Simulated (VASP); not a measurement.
Wanted: the native input for a VASP 6.6.1 run.

```
Task                   : single point
Functional             : PBEsol
Potentials or basis    : VASP PAW PBE potentials, release 64 (Cu, Cl)
Cutoff                 : 520 eV
k mesh                 : 12 × 12 × 12
Occupations            : gaussian, width 0.05 eV
Spin                   : no spin polarisation
Dipole correction      : no
Further INCAR settings : ALGO = Normal; EDIFF = 1e-06; NBANDS = 16
```

The structure of CuCl lies in POSCAR:

```
CuCl
1.0
    1.8716341408      1.0805884750      3.0499853389
   -1.8716341408      1.0805884750      3.0499853389
    0.0000000000     -2.1611769500      3.0499853389
Cu Cl
1 1
Direct
    0.0087878127      0.0087878127      0.0087878127
    0.7582108573      0.7582108573      0.7582108573
```

The cell is a database's computed one.

One way to write it, as run:

INCAR

```
SYSTEM = CuCl
ALGO     = Normal         ! electronic algorithm
EDIFF    = 1E-6           ! SCF threshold, eV
ENCUT    = 520            ! plane-wave cutoff, eV
GGA      = PS             ! functional
ISIF     = 2              ! what is computed and relaxed
ISMEAR   = 0              ! smearing method
LASPH    = .True.         ! aspherical terms in the spheres
LCHARG   = .True.         ! write CHGCAR
LELF     = .True.         ! ELF
LREAL    = .False.        ! projectors in reciprocal space
LVHAR    = .True.       
LWAVE    = .False.        ! write WAVECAR
NBANDS   = 16             ! bands
NELM     = 100            ! most SCF steps
PREC     = Accurate       ! precision mode
SIGMA    = 0.05           ! smearing width, eV
```

KPOINTS

```
k-points
0
Gamma
  12 12 12
  0 0 0
```

Potentials or basis: VASP PAW PBE potentials, release 64 (Cu, Cl).

Run with:

```bash
$ cat potpaw_PBE.64/Cu/POTCAR potpaw_PBE.64/Cl/POTCAR > POTCAR
$ mpirun -np 1 vasp_std > vasp.out
```

Results of the run:

```
Pressure               : 0.2 GPa
Band gap on the k mesh : 0.55 eV, direct
```

Caveat: the PAW data sets were made with another functional, which shifts forces and pressure a little.

It took 81 s on 1 thread of Intel(R) Xeon(R) Platinum 8488C (Sapphire Rapids) (shared host), peak memory 0.24 GiB.
